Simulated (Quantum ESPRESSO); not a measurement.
# TiSe in Quantum ESPRESSO: the effect of functional

Crystal: TiSe.

```
Ti Se
1.0
     4.56273    0.00000    0.00000
     0.00000    4.56273    0.00000
     0.00000    0.00000    5.68062
Ti Se
2 2
Direct
  0.00000 0.50000 0.00000
  0.50000 0.00000 0.50000
  0.00000 0.00000 0.25000
  0.00000 0.00000 0.75000
```

The cell comes from a database or a generator and needn't be the stable form of this composition.

Alike in all runs:

| Property | Result |
| --- | --- |
| Program | Quantum ESPRESSO 7.5 |
| Task | single point |
| Potentials or basis | Ansatz NC SR PBE |
| Cutoff | 1170 eV |
| Density cutoff | 4680 eV |
| k mesh | 4 × 4 × 3 |
| Occupations | gaussian, width 0.05 eV |
| Spin | collinear spin, ferromagnetic start |
| Starting moments | [2.0, 2.0, 0.0, 0.0] μB |
| Hubbard terms | Ti d U = 3 eV |

```csv
functional,pressure (GPa),moment (μB)
LDA,-1.7,4.54
PBEsol,0.2,4.54
revPBE,3.8,4.61
RPBE,4.2,4.60
PW91,?,?
```

Task: What does the run with functional PW91 give?

Result: Pressure 2.5 GPa; moment 4.54 μB.

Caveats: all runs use coarse meshes; the potentials were made for another functional, which shifts forces and pressure.

Runs at the PBE level aren't shown here.
